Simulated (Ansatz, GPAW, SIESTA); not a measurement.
One calculation of Bi2TeSe2, 4 ways

```xyz
5
Lattice="2.0915 1.2075 9.7123 -2.0915 1.2075 9.7123 0.0000 -2.4151 9.7123" Properties=species:S:1:pos:R:3 pbc="T T T"
Bi    0.0000    0.0000   17.5387
Bi    0.0000    0.0000   11.5983
Te    0.0000    0.0000    0.0000
Se    0.0000    0.0000   22.9716
Se    0.0000    0.0000    6.1654
```

Alike in all runs: task single point; functional PBEsol; k mesh 7 × 7 × 7; occupations fermi-dirac, width 0.05 eV; no spin polarisation; no spin-orbit coupling. Pressure is positive in compression and, in plane waves, holds the error of the finite cutoff, which Ansatz's Pulay term estimates and takes out.

| program and potentials | plane-wave cutoff (eV) | notes | pressure (GPa) | largest force (eV/Å) |
| --- | --- | --- | --- | --- |
| Ansatz, Ansatz PAW | 420 | potentials made for PBE, which Ansatz adapts in part; 15.6 valence electrons an atom on average; Pulay term of +0.03 GPa included | 1.86 | 1.791 |
| Ansatz, all-electron LAPW, scalar-relativistic | - | - | 1.88 | 1.792 |
| GPAW, PAW data sets generated for this functional | 600 | 9.6 valence electrons an atom on average | 1.69 | 1.762 |
| SIESTA, files PseudoDojo sr-pbesol-0.4.1-standard, DZP (energy shift 0.003 Ry; two zetas on semicore shells) | - | atomic basis; 15.6 valence electrons an atom on average | 3.36 | 1.617 |

Force on atom 2 (Bi), eV/Å:

| program and potentials | x | y | z |
| --- | --- | --- | --- |
| Ansatz, Ansatz PAW | 0.000 | 0.000 | 1.791 |
| Ansatz, all-electron LAPW, scalar-relativistic | 0.000 | 0.000 | 1.792 |
| GPAW, PAW data sets generated for this functional | 0.000 | 0.000 | 1.762 |
| SIESTA, files PseudoDojo sr-pbesol-0.4.1-standard, DZP (energy shift 0.003 Ry; two zetas on semicore shells) | 0.000 | 0.000 | 1.617 |

The pressure spans 1.69 (GPAW, PAW data sets generated for this functional) to 3.36 GPa (SIESTA, files PseudoDojo sr-pbesol-0.4.1-standard, DZP (energy shift 0.003 Ry; two zetas on semicore shells)), with all-electron results at 1.88. The atoms of the given cell lie far from their minimum at this level. Rows in atomic bases carry the error of their basis and grid, which can be large.

Differences between rows come from potentials, basis sets and numerical settings, since the functional is the same but for its coding. Runs on potential files found faulty are left out.
